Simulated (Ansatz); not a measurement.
# Zr (P6_3/mmc) in Ansatz: a series of runs

Aim: see how the results for Zr move with the level of theory and the settings. Levels: r2SCAN+D3(BJ), r2SCAN. Tasks: single point, relaxation of cell and atoms.

Everything below comes from runs of Ansatz 0.2.0. Logs are shortened: lines on timing, memory, paths and dates and some standing lists are left out, and cuts for length are marked.

**1. Starting point**

Symmetry: P6_3/mmc, No. 194, hexagonal system. Conventional cell: a = 3.232 Å, b = 3.232 Å, c = 5.147 Å, α = 90.00°, β = 90.00°, γ = 120.00°. Zr (site symmetry -6m2) has 12 Zr at 3.18 to 3.23 Å as nearest neighbours.

**2. Single point, r2SCAN+D3(BJ), spin-orbit coupling, no magnetisation (volume scaled by 0.8)**

run.py reads:

```python
import json

import ase.io
import numpy as np

import ansatz as az

atoms = ase.io.read("Zr.cif")
atoms.info.pop("occupancy", None)

calculation = (
    az.Crystal.from_ase(atoms)
    .calculation()
    .basis(xc_grid=3)
    .kpoints(10, 10, 6)
    .functional("r2scan", dispersion="d3bj")
    .pseudopotentials(kind="nc_fr", accuracy="stringent")
    .spin("noncollinear", soc=True)
    .occupations(method="tetrahedron")
    .forces()
    .stress()
)
outcome = calculation.run(threads=2, events_out="events.jsonl")

report = outcome.report
for line in open("events.jsonl"):
    event = json.loads(line)
    if event["event"] == "scf_iter":
        d = event["data"]
        print(f"SCF {d['iter']:3d}  HF = {d['harris_foulkes_ev']:.6f} eV  dr2 = {d['dr2_ev']:.2e} eV")
    elif event["event"] in ("relax_step", "md_step"):
        d = event["data"]
        print(f"{event['event']} {d['step']:3d}  E = {d['lagrangian_ev']:.6f} eV")
np.set_printoptions(precision=5, suppress=True, linewidth=110)
print("converged:", report["converged"], "after", report["n_iterations"], "iterations")
print(f"free energy {report['free_energy_ev']:.6f} eV, Fermi level {report['fermi_energy_ev']:.4f} eV")
for key in ("band_edges_ev", "magnetization_mub", "site_moments_mub", "site_moments_nc_mub", "forces_ev_ang",
                "stress_gpa"):
    if report.get(key) is not None:
        print(key, np.array(report[key]), sep="\n")
```

Zr.cif reads:

```cif
data_Zr
_cell_length_a 3.00032302
_cell_length_b 3.00032302
_cell_length_c 4.77805155
_cell_angle_alpha 90.00000000
_cell_angle_beta 90.00000000
_cell_angle_gamma 120.00000000
_space_group_name_H-M_alt 'P6_3/mmc'
_space_group_name_Hall '-P 6c 2c'
_space_group_IT_number 194
loop_
_space_group_symop_operation_xyz
'x,y,z'
'-x,-y,-z'
'x-y,x,z+1/2'
'-x+y,-x,-z+1/2'
'-y,x-y,z'
'y,-x+y,-z'
'-x,-y,z+1/2'
'x,y,-z+1/2'
'-x+y,-x,z'
'x-y,x,-z'
'y,-x+y,z+1/2'
'-y,x-y,-z+1/2'
'-y,-x,-z+1/2'
'y,x,z+1/2'
'-x,-x+y,-z'
'x,x-y,z'
'-x+y,y,-z+1/2'
'x-y,-y,z+1/2'
'y,x,-z'
'-y,-x,z'
'x,x-y,-z+1/2'
'-x,-x+y,z+1/2'
'x-y,-y,-z'
'-x+y,y,z'
loop_
_atom_site_label
_atom_site_type_symbol
_atom_site_symmetry_multiplicity
_atom_site_Wyckoff_symbol
_atom_site_fract_x
_atom_site_fract_y
_atom_site_fract_z
_atom_site_occupancy
Zr1 Zr 2 c 0.6666666667 0.3333333333 0.7500000000 1
```

Potentials or basis: PseudoDojo stringent.

Started as:

```sh
$ python run.py
```

The program printed:

```text
DeckWarning: output.forces, output.stress, relax.cell or npt_langevin: where a Kohn–Sham band that disperses or a degenerate level is filled in part under the method tetrahedron, the forces or the stress that this run publishes need not agree with its energy (scf.occupations.method in the input reference, under Limitations); prefer a smearing scheme for the forces or the stress
DeckWarning: basis.ecutwfc = 897.975746 eV, auto-derived from the records' recommended cutoffs: set by Zr (normal level)
DeckWarning: The stringent table, which hamiltonian.pseudopotentials names, holds the potential of the library's standard table for Zr (one content_sha256, or a second file that the publisher made of the same generator input, which states another). The run takes no other species from the library, so that hamiltonian.pseudopotentials.accuracy: standard would change no potential of it. The deck needs no change, but a comparison wit [...]
DeckWarning: hamiltonian.xc reads the kinetic-energy density τ on the library's norm-conserving files, and those of Zr were made for PBE. This build holds files of Zr that were made for r²SCAN, which a deck under this functional can read where it names no table (hamiltonian.pseudopotentials.accuracy or source), types no xc_functional and has no exact exchange, max_exx_coeff or level of output.embedding that keeps them out. To com [...]
DeckWarning: the engine holds no damping parameters fitted to this dispersion correction and functional, so the run takes those fitted to r2scan beside the three-body term, which d3bj leaves out (hamiltonian.dispersion, under Limitations)
PlacementWarning: RAYON_NUM_THREADS=2 ignored (pool sized by the plan → 2); use plan(threads=…)
SCF   1  HF = -2784.541939 eV  dr2 = 2.81e-01 eV
SCF   2  HF = -2784.668776 eV  dr2 = 1.76e-01 eV
SCF   3  HF = -2784.649982 eV  dr2 = 4.75e-03 eV
SCF   4  HF = -2784.651253 eV  dr2 = 1.48e-04 eV
SCF   5  HF = -2784.651643 eV  dr2 = 1.85e-06 eV
SCF   6  HF = -2784.651808 eV  dr2 = 2.31e-07 eV
SCF   7  HF = -2784.651808 eV  dr2 = 1.48e-09 eV
converged: True after 7 iterations
free energy -2784.651808 eV, Fermi level 18.1932 eV
magnetization_mub
0.0
site_moments_nc_mub
[[0. 0. 0.]
 [0. 0. 0.]]
forces_ev_ang
[[ 0. -0.  0.]
 [ 0.  0.  0.]]
stress_gpa
[[27.27912 -0.       0.     ]
 [-0.      27.27912  0.     ]
 [ 0.       0.      30.1457 ]]
```

Wall time 24 s (2 threads of Arm Neoverse V1, shared host); peak memory 0.75 GiB.

What came out:

| Item | Value |
| --- | --- |
| Free energy | -2784.6518 eV |
| Pressure | 28.2 GPa |
| Band gap on the k mesh | none (metal or under the smearing width) |

Levels at points of the mesh, in eV from the Fermi level:
| k point | band 21 | band 22 | band 23 | band 24 | band 25 | band 26 | band 27 | band 28 |
| --- | --- | --- | --- | --- | --- | --- | --- | --- |
| (0.00, 0.00, 0.00) | 0.81 | 0.81 | 0.91 | 0.91 | 1.11 | 1.11 | 1.81 | 1.81 |
| (0.00, 0.00, -0.50) | -0.05 | -0.05 | -0.05 | -0.05 | 0.73 | 0.73 | 0.73 | 0.73 |
| (0.00, -0.50, 0.00) | -3.03 | -3.03 | 0.26 | 0.26 | 0.48 | 0.48 | 1.10 | 1.10 |
| (0.00, -0.50, -0.50) | -1.70 | -1.70 | -1.70 | -1.70 | 2.58 | 2.58 | 2.58 | 2.58 |

Caveat: the meta-GGA runs on potentials made for a GGA; the potentials were made for another functional, which shifts forces and pressure; pairwise dispersion overbinds metals, which lowers pressure and volume; with tetrahedron occupations forces and stress needn't match the slope of the energy; the dispersion damping was fitted for another functional or another form of the correction.

**3. Relaxation of cell and atoms, r2SCAN, spin-orbit coupling, no magnetisation**

run.py reads:

```python
import json

import ase.io
import numpy as np
from ase.calculators.calculator import CalculationFailed, Calculator
from ase.stress import full_3x3_to_voigt_6_stress
from ase.units import GPa
from ase.optimize import BFGS
from ase.filters import FrechetCellFilter

import ansatz as az

class AnsatzCalculator(Calculator):
    implemented_properties = ["energy", "free_energy", "forces", "stress", "magmom"]

    def calculate(self, atoms, properties, system_changes):
        super().calculate(atoms, properties, system_changes)
        structure = atoms.copy()
        structure.set_constraint()
        structure.set_momenta(None)
        structure.set_masses(None)
        outcome = (
            az.Crystal.from_ase(structure)
            .calculation()
            .basis(xc_grid=3)
            .kpoints(7, 7, 4)
            .functional("r2scan")
            .pseudopotentials(kind="paw_fr")
            .spin("noncollinear", soc=True)
            .scf(tolerance=2e-10)
            .occupations(method="fermi_dirac", width=0.05)
            .forces()
            .stress()
            .run(threads=2)
        )
        if not outcome.report["converged"]:
            raise CalculationFailed("SCF not converged")
        report = outcome.report
        self.results = {
            "free_energy": report["lagrangian_ev"],
            "energy": report["lagrangian_ev"],
            "forces": np.array(report["forces_ev_ang"]),
            "stress": -GPa * full_3x3_to_voigt_6_stress(report["stress_gpa"]),
            "magmom": report["magnetization_mub"],
        }

np.set_printoptions(precision=5, suppress=True, linewidth=110)
atoms = ase.io.read("POSCAR", format="vasp")
atoms.calc = AnsatzCalculator()
BFGS(FrechetCellFilter(atoms)).run(fmax=0.03, steps=30)
print(f"final energy {atoms.get_potential_energy():.6f} eV, volume {atoms.get_volume() / len(atoms):.4f} A^3/atom")
print("stress (GPa)", atoms.get_stress() / GPa)
print("cell (A)", atoms.cell[:], "scaled positions", atoms.get_scaled_positions(wrap=False), sep="\n")
```

POSCAR reads:

```
Zr
1.0
    3.2320000000      0.0000000000      0.0000000000
   -1.6160000000      2.7989941050      0.0000000000
    0.0000000000      0.0000000000      5.1470000000
Zr
2
Direct
    0.6666666667      0.3333333333      0.7500000000
    0.3333333333      0.6666666667      0.2500000000
```

Potentials or basis: Ansatz PAW.

Started as:

```sh
$ python run.py
```

Run time: 26 s. Hardware: 2 threads of Arm Neoverse V1, shared host; peak memory 0.66 GiB.

It converged, with:

* Free energy: -8380.0044 eV
* Relaxed volume: 23.54 Å³/atom
* Relaxed cell: a = 3.244 Å, b = 3.244 Å, c = 5.165 Å, α = 90.00°, β = 90.00°, γ = 120.00°
* Space group after relaxing (to 0.05 Å): P6_3/mmc (No. 194)
* Energy gained by relaxing: 0.8 meV/atom
* Ionic steps: 3
* Pressure after relaxing: 0.0 GPa

The path:
```
step  energy change (eV)  largest force (eV/Å)  pressure (GPa)  volume (Å³)
   1              0.0000                0.0000            1.05        46.56
   2             -0.0008                0.0000            0.73        46.71
   3             -0.0016                0.0000            0.00        47.07
```

Final structure:
```
CELL_PARAMETERS angstrom
3.24412 0.00000 0.00000
-1.62206 2.80949 0.00000
0.00000 0.00000 5.16489
ATOMIC_POSITIONS crystal
Zr 0.66667 0.33333 0.75000
Zr 0.33333 0.66667 0.25000
```

Caveat: the PAW data sets were made with another functional, which shifts forces and pressure a little.
